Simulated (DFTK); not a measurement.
Crystal: Sb.

```
CELL_PARAMETERS angstrom
-1.87134 1.87134 1.87134
1.87134 -1.87134 1.87134
1.87134 1.87134 -1.87134
ATOMIC_POSITIONS crystal
Sb 0.00000 0.00000 0.00000
```

This isn't the form of Sb at room conditions, which is rhombohedral.

Base run:

```yaml
Program: DFTK 0.8.2
Functional: PBE
Potentials_or_basis: dojo.nc.sr.pbe.v0_4_1.standard.upf (PBE)
Cutoff: 1088 eV
k_mesh: 10 × 10 × 10
Occupations: fermi-dirac, width 0.05 eV
Spin: no spin polarisation
```

Its results: band gap on the k mesh none (metal or under the smearing width); pressure 3.2 GPa.

Problem. The run is repeated on the same cell with these changes: potentials or basis from dojo.nc.sr.pbe.v0_4_1.standard.upf (PBE) to cp2k.nc.sr.pbe.v0_1.semicore.gth (PBE, GTH); cutoff from 1088 eV to 735 eV; valence electrons from 15 to 5. What comes out?

Solution. Band gap on the k mesh none (metal or under the smearing width); pressure 3.8 GPa.

Caveats: GTH potentials come without recommended cutoffs, and this one wasn't checked for convergence (some runs).
